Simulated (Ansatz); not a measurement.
# Ga (P2_1/m) in Ansatz: settings compared, part 2 of 2

Ansatz 0.2.0. The steps go on from the part before.

## Step 3: Relaxation of cell and atoms, HF

Input file input.yaml:

```yaml
crystal:
  lattice:
    - [2.7784220849, 0.0, 0.0]
    - [0.0, 3.28160879, 0.0]
    - [-1.3434310986, 0.0, 3.9902731763]
  atoms:
    - { symbol: Ga, position: [0.13459627, 0.75, 0.77016683] }
    - { symbol: Ga, position: [0.86540373, 0.25, 0.22983317] }
hamiltonian:
  xc: hf
  pseudopotentials: { kind: paw }
kpoints:
  mp_grid: { grid: [5, 4, 4] }
scf:
  occupations: { method: fermi_dirac, width: 0.05 }
output:
  forces: true
  stress: true
  eigenvalues: true
relax:
  f_tol: 0.01
  max_steps: 40
  cell: { stress_tol: 0.05 }
```

Potentials or basis: Ansatz PAW.

Command:

```console
$ ansatz run input.yaml --threads 2 --pin off --max-ram 5632MiB --backend cpu --events-out ev --progress --plain --runs-dir out
```

The program printed:

```text
Warning: RAYON_NUM_THREADS=2 ignored (pool sized by the plan → 2); use --threads N
Engine: ansatz 0.2.0, aarch64-unknown-linux-gnu
Pseudopotentials: kind: paw
Pseudopotential: Ga, paw, valence charge 13, recommended cutoff 420 eV (normal), Ga.paw.azcp
Functional definition: HF
  exchange = exact_x
  correlation = 0
Crystal: 2 atoms, lattice volume = 36.382 Å³
Basis set: ecut = 420 eV, 699 PW (Γ)
Bands: 17, of which v1, the nominal top of the filled ones, is band 13 counted from 1 (12 counted from 0)
Symmetry: 4 space group operations
Space group: P21/m (ITA 11), of the structure as read, at distance tolerance 3.3e-5 Å
k-points: 33 of 80
Non-local potential: Ga, projectors of the file, l = 0: 2, l = 1: 2, l = 2: 3, l = 3: 1
[... 943 lines left out ...]
  max |Σ_I F_I| component: 0.00e0 eV/Å
--- Stress (GPa, compression-positive) ---
       -0.003214       0.000000      -0.001102
        0.000000       0.006685       0.000000
       -0.001102       0.000000      -0.000991
  P = ⅓ Tr σ = 0.0008 GPa (0.008 kbar)
--- Band table (eV; the first three rows and the last of 33) ---
  k-point 0: bands = ["-18.9728", "-18.9535", "-18.9073", "-18.8830", "-18.7448", "-18.7268", "-18.6954", "-18.6916", "-18.6781", "-18.5973", "-7.9140", "5.8489", "7.6050", "13.1645", "17.5876", "23.0029", "24.2735"]
  k-point 1: bands = ["-18.9747", "-18.9227", "-18.8934", "-18.8376", "-18.7625", "-18.7620", "-18.7058", "-18.6831", "-18.6532", "-18.6483", "-7.1050", "0.1015", "13.9828", "15.0762", "19.4481", "20.8997", "21.4893"]
  k-point 2: bands = ["-18.9940", "-18.8527", "-18.8162", "-18.7980", "-18.7816", "-18.7757", "-18.7727", "-18.7563", "-18.6600", "-18.6323", "-5.0491", "-3.7293", "15.9439", "17.4514", "18.2898", "18.9317", "20.7874"]
  k-point 32: bands = ["-18.9273", "-18.9273", "-18.8271", "-18.8271", "-18.7577", "-18.7577", "-18.7254", "-18.7254", "-18.6226", "-18.6226", "1.2890", "1.2890", "11.8390", "11.8390", "14.6790", "14.6790", "18.0785"]
--- Relaxed structure (10 steps of the walk, 10 accepted, 2 SCFs on fresh bases) ---
  F+E_penalty+E_count = -7488.39275806 eV   max|allowed force component| = 5.603e-4 eV/Å   (the final SCF, on the basis selected at the relaxed cell)
  cell:  # Å, volume = 41.5036 Å³
    - [2.9122420925755086, -2.1896566041085105e-17, -0.007245992432210412]
    - [-2.5862148152996197e-17, 3.514554311569668, -5.172429630599222e-17]
    - [-1.4185425981443904, -5.2306679129616273e-17, 4.058500495495149]
  atoms:
    - { symbol: Ga, position: [0.15220934442828973, 0.7499999999999999, 0.7727499258636262] }
    - { symbol: Ga, position: [0.84779065557171, 0.24999999999999997, 0.2272500741363736] }
```

Wall time 4.7 min (2 threads of Arm Neoverse V1, shared host); peak memory 0.85 GiB.

Results:

```yaml
Free_energy: -7488.3928 eV
Relaxed_volume: 20.75 Å³/atom
Relaxed_cell: a = 2.912 Å, b = 3.515 Å, c = 4.299 Å, α = 90.00°, β = 109.41°, γ = 90.00°
Space_group_after_relaxing_to_0.05_Å: P2_1/m (No. 11)
Energy_gained_by_relaxing: 69.5 meV/atom
Ionic_steps: 12
Pressure_after_relaxing: 0.0 GPa
Band_gap_on_the_k_mesh: none (metal or under the smearing width)
```

The path:
```csv
step,energy change (eV),largest force (eV/Å),volume (Å³)
1,0.0000,0.0546,36.38
2,-0.1121,0.0540,39.30
3,-0.1278,0.0521,41.14
4,-0.1286,0.0306,41.59
5,-0.1288,0.0233,41.71
6,-0.1293,0.0095,41.74
7,-0.1294,0.0016,41.68
8,-0.1295,0.0010,41.64
9,-0.1389,0.0008,41.64
10,-0.1393,0.0107,41.49
11,-0.1393,0.0007,41.50
12,-0.1390,0.0007,41.50
```

Final structure:
```cif
data_structure
_symmetry_space_group_name_H-M 'P 1'
_symmetry_Int_Tables_number 1
_cell_length_a 2.9123
_cell_length_b 3.5146
_cell_length_c 4.2993
_cell_angle_alpha 90.000
_cell_angle_beta 109.408
_cell_angle_gamma 90.000
_cell_volume 41.50
loop_
_atom_site_label
_atom_site_type_symbol
_atom_site_fract_x
_atom_site_fract_y
_atom_site_fract_z
_atom_site_occupancy
Ga1 Ga 0.15221 0.75000 0.77275 1
Ga2 Ga 0.84779 0.25000 0.22725 1
```

Levels at points of the mesh, in eV from the Fermi level:
```
             k point  band 9  band 10  band 11  band 12  band 13  band 14  band 15  band 16  band 17
  (0.00, 0.00, 0.00)  -27.74   -27.66   -16.98    -3.22    -1.46     4.10     8.52    13.94    15.21
 (0.00, 0.00, -0.50)  -27.72   -27.70   -14.11   -12.79     6.88     8.39     9.23     9.87    11.72
 (0.00, -0.50, 0.00)  -27.70   -27.70   -12.41   -12.41     4.55     4.55     6.62     6.62    16.42
(0.00, -0.50, -0.50)  -27.74   -27.74    -9.85    -9.85    -6.87    -6.87    15.35    15.35    17.70
```

Caveat: the k mesh is coarse (spacing up to 0.48 Å⁻¹), so the values aren't converged, least of all with exact exchange; the plane-wave basis is chosen anew once the cell has moved, so the energies of steps on either side of that aren't comparable; the pressure holds a Pulay correction of +0.4 GPa for the finite cutoff; the PAW data sets come from PBE, with cores solved anew for the run's functional, which leaves a small shift of forces and pressure.

## Step 4: Single point, r2SCAN0

Edit input.yaml of step 3 so:

```diff
@@ -9,3 +9,3 @@
 hamiltonian:
-  xc: hf
+  xc: r2scan0
   pseudopotentials: { kind: paw }
@@ -19,5 +19,5 @@
   eigenvalues: true
-relax:
-  f_tol: 0.01
-  max_steps: 40
-  cell: { stress_tol: 0.05 }
+  write_density: true
+  write_potential: true
+  elf: true
+  volumetric_format: npy
```

Command:

```console
$ ansatz run input.yaml --threads 2 --pin off --max-ram 5632MiB --backend cpu --events-out ev --progress --plain --runs-dir out
```

Run time: 47 s. Hardware: 2 threads of Arm Neoverse N1, shared host; peak memory 0.96 GiB.

Results (log left out):

```
Free energy            : -7578.1292 eV
Pressure               : -0.4 GPa
Largest force          : 0.059 eV/Å
Band gap on the k mesh : none (metal or under the smearing width)
```

Forces on the atoms (eV/Å):
```
Ga   0.021  0.000  0.055
Ga  -0.021  0.000 -0.055
```

Stress tensor (GPa, compression positive):
```
 0.04  0.00 -0.50
 0.00  3.38  0.00
-0.50  0.00 -4.72
```

Levels at points of the mesh, in eV from the Fermi level:
| k point | band 11 | band 12 | band 13 | band 14 | band 15 | band 16 |
| --- | --- | --- | --- | --- | --- | --- |
| (0.00, 0.00, 0.00) | -13.72 | -2.93 | -1.60 | 2.45 | 6.58 | 10.85 |
| (0.00, 0.00, -0.50) | -11.40 | -10.35 | 4.93 | 6.15 | 7.41 | 7.69 |
| (0.00, -0.50, 0.00) | -9.60 | -9.60 | 2.23 | 2.23 | 3.61 | 3.61 |
| (0.00, -0.50, -0.50) | -7.43 | -7.43 | -5.60 | -5.60 | 12.53 | 12.53 |

Caveat: the k mesh is coarse (spacing up to 0.48 Å⁻¹), so the values aren't converged, least of all with exact exchange; the PAW data sets come from PBE, with cores solved anew for the run's functional, which leaves a small shift of forces and pressure; the thresholds are loose for stress.

## Step 5: Single point, r2SCANh

Edit input.yaml of step 4 so:

```diff
@@ -9,3 +9,3 @@
 hamiltonian:
-  xc: r2scan0
+  xc: r2scanh
   pseudopotentials: { kind: paw }
@@ -19,5 +19 @@
   eigenvalues: true
-  write_density: true
-  write_potential: true
-  elf: true
-  volumetric_format: npy
```

Potentials or basis: Ansatz PAW.

Command:

```console
$ ansatz run input.yaml --threads 2 --pin off --max-ram 5632MiB --backend cpu --events-out ev --progress --plain --runs-dir out
```

The program printed:

```text
Warning: output.stress: scf.convergence.dr2_threshold = 1e-7 eV (the SCF's general default) is looser than the 2e-10 eV advised for a printed stress (1e-10 eV for each atom of the cell: 2). What an SCF threshold leaves in a stress goes as its square root, and in the free energy as the threshold itself, and one threshold admits the most on a small cell: of the crystals measured, under no hybrid functional and no lock of the moments, on runs that ended without the residual-converged pass, on stresses that held no estimate of that error, the worst erred by over 100 MPa in a component at 1e-7 eV an atom and by under 5 at 1e-10. Set scf.convergence.dr2_threshold to 2e-10 eV or tighter. The threshold is an SCF's pass mark: one that does not reach it within its budget of iterations ends unconverged, or closes short of it on a stop that the run arms, and scf.convergence.dr2_threshold's page says what that costs each kind of run
Warning: output.stress: scf.exx.energy_threshold = 1e-6 eV is looser than the 2e-8 eV advised for a stress under a hybrid functional (1e-8 eV for each atom of the cell: 2). Every SCF of the exchange loop can meet its threshold on dr2 while the loop round them stops early: no threshold on dr2 bounds what that leaves in the stress. Set scf.exx.energy_threshold to 2e-8 eV or tighter. The threshold is the loop's pass mark: a loop that does not reach it within its budget of cycles ends unconverged, and scf.exx.energy_threshold's page has the law
Warning: RAYON_NUM_THREADS=2 ignored (pool sized by the plan → 2); use --threads N
[... 2 set-up lines as earlier in the session ...]
Pseudopotential: Ga, paw, valence charge 13, recommended cutoff 500 eV (meta_gga), Ga.paw.azcp
Functional definition: r2SCANh
  parameter a = 0.1
  parameter k0 = 0.174
  parameter k1 = 0.065
  parameter a1 = 4.9479
  exchange = (1 - a)*r2scan_x(k0 = k0, k1 = k1, a1 = a1) + a*exact_x
  correlation = r2scan_c
Crystal: 2 atoms, lattice volume = 36.382 Å³
Basis set: ecut = 500 eV, 905 PW (Γ), exchange–correlation on 96×96×128 points (64 copies of the dense FFT grid, shifted against one another)
Bands: 17, of which v1, the nominal top of the filled ones, is band 13 counted from 1 (12 counted from 0)
[... 2 set-up lines as earlier in the session ...]
k-points: 33 of 80
[... 3 set-up lines as earlier in the session ...]
PAW one-centre angular grid: Ga, 590 points (default); XC on 160 Gauss nodes
[... 2 set-up lines as earlier in the session ...]
Functional: x = r2scan, c = r2scan; τ floored in thin density (d = 2e-4 eV/Å³), warm-up for x = 0.9 r2scan + 0.1 exact, c = r2scan; τ floored in thin density (d = 2e-4 eV/Å³)
[... 40 lines left out ...]
hybrid outer 2: dexx = +2.823e-8 eV, tail = 1.09e-10 eV, Δε = 9.78e-4 eV (about 1.20e-5 eV left of the loop's levels), ΔF = 1.83e-4 eV/Å (tail 2.94e-5)
hybrid SCF converged: 2 outer / 13 inner (+10 warm-up), last move |dexx| = 2.82e-8 eV, tail = 1.09e-10 eV
Stability not checked: this state was not tested for a lower state beside it, because the functional holds exact exchange (a hybrid, or Hartree-Fock), whose exchange loop this test does not read (fock_operator; see scf.lower_state_search)
Free energy (F): -7579.524666 eV
Frozen-core exchange: fock
Harris-Foulkes:  -7579.524666 eV  (|F-HF|=0.00e0)
Internal energy: -7579.521728 eV  (E = F + TS)
E sigma→0 (E₀):  -7579.523197 eV
Entropy (-TS):   -0.002938 eV (-1.469 meV/atom)
Fermi energy:    10.135195 eV
--- Per-component energies (eV) ---
  E_band       = -104.116155
  E_kinetic    = 228.787746
  E_local      = -3571.615877  (includes V_loc(G=0)·N_el)
  E_nonlocal   = 849.605635
  E_hartree    = 1686.699627
  E_xc         = -114.057304
  E_vxc        = -108.857771  (∫ρ·V_xc dr)
  E_exx        = -42.501227  (= α·E_x^exact, valence–valence)
  E_paw        = -3970.245137  (= ΣΔE_a)
  E_vpaw       = -796.243304  (= ΣTr[D̂ρ^β])
  E_aug_tail   = -0.000086  (compensation charges beyond the density's cutoff)
  E_vtau       = 5.810799  (kinetic-family band-sum trace: ∫τ·v_τ [+ j·A + Jᵃ·Aᵃ] dr)
  E_ewald      = -2645.115619
  E_core_change = -1.079487  (= ΣΔE_core)
  E_smearing   = -0.002938  (= −TS)
  E_closure    = -0.000000  (closes the sum)
  Σ components = -7579.524666   (vs F -7579.524666, Δ=-9.09e-13)
--- Forces (eV/Å), atoms counted from 1 ---
  atom   1  Ga     0.02046754    -0.00000000     0.04880562
  atom   2  Ga    -0.02046754     0.00000000    -0.04880562
  max |Σ_I F_I| component: 3.47e-18 eV/Å
--- Stress (GPa, compression-positive) ---
        0.171776       0.000000      -0.446708
        0.000000       3.704621       0.000000
       -0.446708       0.000000      -4.429759
  P = ⅓ Tr σ = -0.1845 GPa (-1.845 kbar)
--- Band table (eV; the first three rows and the last of 33) ---
  k-point 0: bands = ["-6.9302", "-6.9191", "-6.8579", "-6.8550", "-6.5849", "-6.5836", "-6.5279", "-6.5192", "-6.5154", "-6.3726", "-2.5970", "7.5292", "8.6159", "12.1757", "16.3167", "20.2465", "21.4131"]
  k-point 1: bands = ["-6.9641", "-6.8474", "-6.8470", "-6.7700", "-6.6388", "-6.6095", "-6.5594", "-6.4935", "-6.4681", "-6.4593", "-1.9591", "3.4566", "12.9034", "13.5339", "17.3480", "18.5871", "18.7492"]
  k-point 2: bands = ["-6.9955", "-6.7704", "-6.7077", "-6.6893", "-6.6683", "-6.6503", "-6.6371", "-6.6229", "-6.4757", "-6.4333", "-0.4152", "0.5932", "14.5587", "15.7277", "16.9968", "17.2192", "18.0790"]
  k-point 32: bands = ["-6.9119", "-6.9119", "-6.7546", "-6.7546", "-6.6324", "-6.6324", "-6.5375", "-6.5375", "-6.4098", "-6.4098", "4.8122", "4.8122", "11.2145", "11.2145", "12.8531", "12.8531", "15.5789"]
```

Run time: 43 s. Hardware: 2 threads of Arm Neoverse N1, shared host; peak memory 0.95 GiB.

What came out:

```
Free energy            : -7579.5247 eV
Pressure               : -0.2 GPa
Largest force          : 0.053 eV/Å
Band gap on the k mesh : none (metal or under the smearing width)
```

Forces in eV/Å, atoms in the order of the input:
```
Ga   0.020  0.000  0.049
Ga  -0.020  0.000 -0.049
```

Levels at points of the mesh, in eV from the Fermi level:
```
             k point  band 11  band 12  band 13  band 14  band 15  band 16
  (0.00, 0.00, 0.00)   -12.73    -2.61    -1.52     2.04     6.18    10.11
 (0.00, 0.00, -0.50)   -10.55    -9.54     4.42     5.59     6.86     7.08
 (0.00, -0.50, 0.00)    -8.83    -8.83     1.88     1.88     3.16     3.16
(0.00, -0.50, -0.50)    -6.81    -6.81    -5.06    -5.06    11.75    11.75
```

Caveat: the k mesh is coarse (spacing up to 0.48 Å⁻¹), so the values aren't converged, least of all with exact exchange; the PAW data sets come from PBE, with cores solved anew for the run's functional, which leaves a small shift of forces and pressure; the thresholds are loose for stress.

## Step 6: The runs side by side

| task | level | cell | cutoff (eV) | gap on the mesh (eV) | pressure (GPa) | relaxed volume (Å³/atom) | largest force (eV/Å) |
| --- | --- | --- | --- | --- | --- | --- | --- |
| relaxation of cell and atoms | HSE03 | relaxed | 420 | none | 0.0 | 18.80 | - |
| relaxation of cell and atoms | HF | relaxed | 420 | none | 0.0 | 20.75 | - |
| single point | r2SCAN0 | as given | 500 | none | -0.4 | - | 0.06 |
| single point | r2SCANh | as given | 500 | none | -0.2 | - | 0.05 |

Alike in all rows: potentials or basis Ansatz PAW; no spin polarisation; k mesh 5 × 4 × 4; smearing fermi-dirac 0.05 eV; the mesh is coarse, so values aren't converged.

Caveats: all runs use coarse meshes; the PAW data sets come from PBE, with cores solved anew for the run's functional, which leaves a small shift of forces and pressure; the plane-wave basis is chosen anew once the cell has moved, so the energies of steps on either side of that aren't comparable (some runs); the thresholds are loose for stress (some runs).

Absolute energies hang on the potentials; compare differences alone.
